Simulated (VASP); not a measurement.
# Ti3Si2 (Pm-3m) in VASP: further runs

Runs on Ti3Si2. Level: PBE. Tasks: single point, relaxation of cell and atoms.

Program: VASP 6.6.1. These are calculated values, not measurements. Logs are shortened: lines on timing, memory, paths and dates and some standing lists are left out, and cuts for length are marked.

## 1. The cell of the first run

Symmetry: Pm-3m, No. 221, cubic system. Conventional cell: a = 4.549 Å, b = 4.549 Å, c = 4.549 Å, α = 90.00°, β = 90.00°, γ = 90.00°. Around Ti (site symmetry 4/mmm) lie 2 Si at 2.27 Å. Si (site symmetry m-3m) has 6 Ti at 2.27 Å as nearest neighbours. Si (site symmetry m-3m) has 12 Ti at 3.22 Å as nearest neighbours.

The cell was built by a generator and needn't be a form met in nature.

## 2. Single point, PBE (random cell by space group and Wyckoff sites (Pm-3m, No. 221))

Contents of INCAR:

```
SYSTEM = Ti3Si2
  PREC = Accurate
  ENCUT = 520
  EDIFF = 1E-6
  ISMEAR = 0
  SIGMA = 0.1
  LREAL = .False.
  LASPH = .True.
  NELM = 100
  ALGO = Fast
  ISIF = 2
  LWAVE = .False.
  LCHARG = .True.
  GGA = PE
  LELF = .True.
  LVHAR = .True.
  NBANDS = 30
```

Contents of KPOINTS:

```
Automatic mesh
0
Gamma
  8 8 8
  0 0 0
```

Contents of POSCAR:

```
Ti3Si2
1.0
    4.5492174950      0.0000000000      0.0000000000
    0.0000000000      4.5492174950      0.0000000000
    0.0000000000      0.0000000000      4.5492174950
Ti Si
3 2
Direct
    0.5000000000      0.0000000000      0.0000000000
    0.0000000000      0.5000000000      0.0000000000
    0.0000000000      0.0000000000      0.5000000000
    0.0000000000      0.0000000000      0.0000000000
    0.5000000000      0.5000000000      0.5000000000
```

Potentials or basis: VASP PAW PBE potentials, release 64 (Ti_sv, Si).

Launch:

```console
$ cat potpaw_PBE.64/Ti_sv/POTCAR potpaw_PBE.64/Si/POTCAR > POTCAR
$ mpirun -np 1 vasp_std > vasp.out
```

OUTCAR:

```text
SYSTEM = Ti3Si2
   PREC = Accurate
   ENCUT = 520
   EDIFF = 1E-6
   ISMEAR = 0
   LREAL = .False.
   LASPH = .True.
   NELM = 100
   ISIF = 2
   GGA = PE

 ion  position               nearest neighbor table
   1  0.500  0.000  0.000-   4 2.27   4 2.27
   2  0.000  0.500  0.000-   4 2.27   4 2.27
   3  0.000  0.000  0.500-   4 2.27   4 2.27
   4  0.000  0.000  0.000-   1 2.27   2 2.27   3 2.27   3 2.27   2 2.27   1 2.27
   5  0.500  0.500  0.500-

  LATTYP: Found a simple cubic cell.
 ALAT       =     4.5492174950

  Lattice vectors:

 A1 = (   4.5492174950,   0.0000000000,   0.0000000000)
 A2 = (   0.0000000000,   4.5492174950,   0.0000000000)
 A3 = (   0.0000000000,   0.0000000000,   4.5492174950)

Analysis of symmetry for initial positions (statically):
=====================================================================
 Subroutine PRICEL returns:
 Original cell was already a primitive cell.

 Routine SETGRP: Setting up the symmetry group for a
 simple cubic supercell.

 Subroutine GETGRP returns: Found 48 space group operations
 (whereof 48 operations were pure point group operations)
 out of a pool of 48 trial point group operations.

The static configuration has the point symmetry O_h .

Analysis of symmetry for dynamics (positions and initial velocities):
=====================================================================
 Subroutine PRICEL returns:
 Original cell was already a primitive cell.

 Routine SETGRP: Setting up the symmetry group for a
 simple cubic supercell.

 Subroutine GETGRP returns: Found 48 space group operations
 (whereof 48 operations were pure point group operations)
 out of a pool of 48 trial point group operations.

The dynamic configuration has the point symmetry O_h .

 Subroutine INISYM returns: Found 48 space group operations
 (whereof 48 operations are pure point group operations),
 and found     1 'primitive' translations

----------------------------------------------------------------------------------------

                                     Primitive cell

  volume of cell :      94.1478

  direct lattice vectors                    reciprocal lattice vectors
[... 85 lines left out ...]
   ISTART =      0    job   : 0-new  1-cont  2-samecut
   ICHARG =      2    charge: 1-file 2-atom 10-const
   ISPIN  =      1    spin polarized calculation?
   LNONCOLLINEAR =      F non collinear calculations
   LSORBIT =      F    spin-orbit coupling
   LASPH  =      T    aspherical Exc in radial PAW
   ENCUT  =  520.0 eV  38.22 Ry    6.18 a.u.   8.46  8.46  8.46*2*pi/ulx,y,z
   NELM   =    100;   NELMIN=  2; NELMDL= -5     # of ELM steps
   EDIFF  = 0.1E-05   stopping-criterion for ELM
   LREAL  =      F    real-space projection
   EDIFFG = 0.1E-04   stopping-criterion for IOM
   NSW    =      0    number of steps for IOM
   IBRION =     -1    ionic relax: 0-MD 1-quasi-New 2-CG
   NFREE  =      0    steps in history (QN), initial steepest desc. (CG)
   ISIF   =      2    stress and relaxation
   ISYM   =      2    0-nonsym 1-usesym 2-fastsym
   POTIM  = 0.5000    time-step for ionic-motion
   TEBEG  =    0.0;   TEEND  =   0.0 temperature during run
   PSTRESS=    0.0 pullay stress
   NELECT =      44.0000    total number of electrons
   NUPDOWN=      -1.0000    fix difference up-down
   EMIN   =  10.00;   EMAX   =-10.00  energy-range for DOS
   EFERMI =   0.00;   METHOD = LEGACY
   ISMEAR =     0;   SIGMA  =   0.10  broadening in eV -4-tet -1-fermi 0-gaus
   EFERMI_NEDOS =   21; number of points for ismear=-14 and -15
   IALGO  =     68    algorithm
   IMIX   =      4    mixing-type and parameters
     AMIX     =   0.40;   BMIX     =  1.00
     AMIX_MAG =   1.60;   BMIX_MAG =  1.00
  volume/ion in A,a.u.               =      18.83       127.07
  Fermi-wavevector in a.u.,A,eV,Ry     =   1.270444  2.400792 21.960200  1.614029
  Thomas-Fermi vector in A             =   2.403431
   LORBIT       =      0    0 simple, 1 ext, 2 COOP (PROOUT), +10 PAW based schemes
   GGA     = PE    functional components
   LHFCALC =     F    Hartree Fock is set to
   AEXX    =    0.0000 exact exchange contribution
   IVDW    =     0    specifies the selected vdW correction
   LEPSILON=     F    determine dielectric tensor
   LRPA    =     F    only Hartree local field effects (RPA)
 non-spin polarized calculation
 RMM-DIIS sequential band-by-band and
 Gauss-broadening in eV      SIGMA  =   0.10
  energy-cutoff  :      520.00
  volume of cell :       94.15
 maximum number of plane-waves:      2560
 NGX is ok and might be reduce to    36
   NGX = 17   NGY = 17   NGZ = 17

 number of electron      44.0000014 magnetization

 Free energy of the ion-electron system (eV)
  ---------------------------------------------------
  ext. energy  EPLUGINS =         0.00000000
  ---------------------------------------------------
  free energy    TOTEN  =       -33.09307096 eV

  energy without entropy =      -33.07136168  energy(sigma->0) =      -33.08221632

 E-fermi :   7.2522     XC(G=0): -10.5542

 val. band max:        7.2401836144   @ k =   0.2500   0.1250   0.0000
 cond. band min:       7.2682678820   @ k =   0.3750   0.3750   0.3750
 fundamental gap:      0.0280842676
 Fermi energy:         7.2521826942

 k-point     1 :       0.0000    0.0000    0.0000
  band No.  band energies     occupation
      1     -49.9561      2.00000
      2     -49.9177      2.00000
      3     -49.9177      2.00000
      4     -26.3177      2.00000
      5     -26.3177      2.00000
      6     -26.3177      2.00000
[... 781 lines left out ...]
     29       8.8881      0.00000
     30       8.9695      0.00000

 [... further k-points ...]
[... 5 lines left out ...]
  --------------------------------------------------------------------------------------
  -------------------------------------------------------------------------------------
  Total        0.0238305      0.0238305      0.0238305      0.0000000     -0.0000000      0.0000000
  in kB        0.4055394      0.4055394      0.4055394      0.0000000     -0.0000000      0.0000000
  external PRESSURE =       0.4055394 kB  Pullay stress =       0.0000000 kB

 VOLUME and BASIS-vectors are now :
 -----------------------------------------------------------------------------
  energy-cutoff  :      520.00
  volume of cell :       94.15
      direct lattice vectors                 reciprocal lattice vectors
     4.549217495  0.000000000  0.000000000     0.219818024  0.000000000  0.000000000
     0.000000000  4.549217495  0.000000000     0.000000000  0.219818024  0.000000000
     0.000000000  0.000000000  4.549217495     0.000000000  0.000000000  0.219818024

 POSITION                                       TOTAL-FORCE (eV/Angst)
 -----------------------------------------------------------------------------------
      2.27461      0.00000      0.00000         0.000000      0.000000      0.000000
      0.00000      2.27461      0.00000         0.000000      0.000000      0.000000
      0.00000      0.00000      2.27461         0.000000      0.000000      0.000000
      0.00000      0.00000      0.00000         0.000000      0.000000      0.000000
      2.27461      2.27461      2.27461         0.000000      0.000000      0.000000
 -----------------------------------------------------------------------------------
    total drift:                                0.000000      0.000000     -0.000000

  FREE ENERGIE OF THE ION-ELECTRON SYSTEM (eV)
  ---------------------------------------------------
  free  energy   TOTEN  =       -33.0930709604 eV

  energy  without entropy=      -33.0713616847  energy(sigma->0) =      -33.08221632
```

OSZICAR:

```text
N       E                     dE             d eps       ncg     rms          rms(c)
DAV:   1     0.516950416789E+03    0.51695E+03   -0.21925E+04  2108   0.162E+03
DAV:   2     0.250712048730E+02   -0.49188E+03   -0.48044E+03  2118   0.497E+02
DAV:   3    -0.330899380837E+02   -0.58161E+02   -0.56831E+02  3612   0.147E+02
[... 39 lines left out ...]
RMM:  43    -0.330930674268E+02   -0.13432E-05   -0.16836E-05  1985   0.120E-02    0.113E-02
RMM:  44    -0.330930685317E+02   -0.11049E-05   -0.15358E-05  2081   0.115E-02    0.111E-02
RMM:  45    -0.330930694064E+02   -0.87473E-06   -0.12853E-05  2047   0.110E-02    0.107E-02
RMM:  46    -0.330930702495E+02   -0.84311E-06   -0.11505E-05  1960   0.102E-02    0.106E-02
RMM:  47    -0.330930709604E+02   -0.71087E-06   -0.96599E-06  1842   0.982E-03
   1 F= -.33093071E+02 E0= -.33082216E+02  d E =-.217093E-01
```

Run time: 3 min. Hardware: 1 thread of Intel Xeon Platinum 8488C (Sapphire Rapids), shared host; peak memory 0.24 GiB.

What came out:

* Free energy: -33.0931 eV
* Pressure: 0.0 GPa
* Band gap on the k mesh: none (metal or under the smearing width)

## 3. Relaxation of cell and atoms, PBE (random cell by space group and Wyckoff sites (Pm-3m, No. 221))

Contents of INCAR:

```
SYSTEM = Ti3Si2
  ALGO = Fast
  EDIFF = 1E-6
  EDIFFG = -0.01
  ENCUT = 600
  GGA = PE
  IBRION = 2
  ISIF = 3
  ISMEAR = 0
  LASPH = .TRUE.
  LCHARG = .FALSE.
  LREAL = .FALSE.
  LWAVE = .FALSE.
  NELM = 60
  NSW = 100
  PREC = Accurate
  SIGMA = 0.1
```

Contents of KPOINTS:

```
k-points
0
G
  8 8 8
  0 0 0
```

Edit POSCAR of step 2 so:

```diff
@@ -2,5 +2,5 @@
 1.0
-    4.5492174950      0.0000000000      0.0000000000
-    0.0000000000      4.5492174950      0.0000000000
-    0.0000000000      0.0000000000      4.5492174950
+    4.5510363094      0.0000000000      0.0000000000
+    0.0000000000      4.5510363094      0.0000000000
+    0.0000000000      0.0000000000      4.5510363094
 Ti Si
```

Potentials or basis: VASP PAW PBE potentials, release 64 (Ti_sv, Si).

Launch:

```console
$ cat potpaw_PBE.64/Ti_sv/POTCAR potpaw_PBE.64/Si/POTCAR > POTCAR
$ mpirun -np 1 vasp_std > vasp.out
```

OUTCAR:

```text
SYSTEM = Ti3Si2
   EDIFF = 1E-6
   EDIFFG = -0.01
   ENCUT = 600
   GGA = PE
   IBRION = 2
   ISIF = 3
   ISMEAR = 0
   LASPH = .TRUE.
   LREAL = .FALSE.
   NELM = 60
   NSW = 100
   PREC = Accurate

 ion  position               nearest neighbor table
   1  0.500  0.000  0.000-   4 2.28   4 2.28
   2  0.000  0.500  0.000-   4 2.28   4 2.28
   3  0.000  0.000  0.500-   4 2.28   4 2.28
   4  0.000  0.000  0.000-   1 2.28   2 2.28   3 2.28   3 2.28   2 2.28   1 2.28
[... 954 lines left out ...]
  -------------------------------------------------------------------------------------
  Total        0.0139792      0.0139792      0.0139792     -0.0000000      0.0000000      0.0000000
  in kB        0.2380359      0.2380359      0.2380359     -0.0000000      0.0000000      0.0000000
  external PRESSURE =       0.2380359 kB  Pullay stress =       0.0000000 kB

 VOLUME and BASIS-vectors are now :
 -----------------------------------------------------------------------------
  energy-cutoff  :      600.00
  volume of cell :       94.09
      direct lattice vectors                 reciprocal lattice vectors
     4.548310003  0.000000000  0.000000000     0.219861883 -0.000000000 -0.000000000
     0.000000000  4.548310003  0.000000000    -0.000000000  0.219861883 -0.000000000
     0.000000000  0.000000000  4.548310003    -0.000000000 -0.000000000  0.219861883

 POSITION                                       TOTAL-FORCE (eV/Angst)
 -----------------------------------------------------------------------------------
      2.27416      0.00000      0.00000        -0.000000     -0.000000      0.000000
      0.00000      2.27416      0.00000         0.000000     -0.000000      0.000000
      0.00000      0.00000      2.27416        -0.000000      0.000000      0.000000
      0.00000      0.00000      0.00000        -0.000000     -0.000000      0.000000
      2.27416      2.27416      2.27416         0.000000     -0.000000      0.000000
 -----------------------------------------------------------------------------------
    total drift:                                0.000000      0.000000     -0.000000

  FREE ENERGIE OF THE ION-ELECTRON SYSTEM (eV)
  ---------------------------------------------------
  free  energy   TOTEN  =       -33.0931826250 eV

  energy  without entropy=      -33.0714959729  energy(sigma->0) =      -33.08233930

 reached required accuracy - stopping structural energy minimisation
```

Wall time 3.5 min (1 thread of Intel Xeon Platinum 8488C (Sapphire Rapids), shared host); peak memory 0.26 GiB.

Results:

```
Free energy                            : -33.0932 eV
Relaxed volume                         : 18.82 Å³/atom
Relaxed cell                           : a = 4.548 Å, b = 4.548 Å, c = 4.548 Å, α = 90.00°, β = 90.00°, γ = 90.00°
Space group after relaxing (to 0.05 Å) : Pm-3m (No. 221)
Energy gained by relaxing              : 0.0 meV/atom
Ionic steps                            : 2
Pressure after relaxing                : 0.0 GPa
Band gap on the k mesh                 : none (metal or under the smearing width)
```

Final structure:
```yaml
crystal:
  lattice:
    - [4.54831, 0.00000, 0.00000]
    - [0.00000, 4.54831, 0.00000]
    - [0.00000, 0.00000, 4.54831]
  atoms:
    - { symbol: Ti, position: [0.50000, 0.00000, 0.00000] }
    - { symbol: Ti, position: [0.00000, 0.50000, 0.00000] }
    - { symbol: Ti, position: [0.00000, 0.00000, 0.50000] }
    - { symbol: Si, position: [0.00000, 0.00000, 0.00000] }
    - { symbol: Si, position: [0.50000, 0.50000, 0.50000] }
```

Levels at points of the mesh, in eV from the Fermi level:
| k point | band 18 | band 19 | band 20 | band 21 | band 22 | band 23 | band 24 | band 25 | band 26 |
| --- | --- | --- | --- | --- | --- | --- | --- | --- | --- |
| (0.00, 0.00, 0.00) | -1.67 | -1.67 | -1.67 | -1.32 | -1.32 | 0.71 | 0.73 | 1.39 | 1.55 |
| (0.50, 0.00, 0.00) | -2.08 | -1.98 | -1.98 | -1.39 | -0.36 | 0.40 | 0.60 | 0.70 | 0.77 |
| (0.50, 0.50, 0.00) | -2.02 | -2.02 | -1.82 | -0.49 | -0.49 | 0.33 | 0.33 | 0.51 | 1.10 |
| (0.50, 0.50, 0.50) | -2.38 | -2.38 | -2.38 | 0.14 | 0.14 | 0.14 | 0.25 | 0.25 | 0.25 |
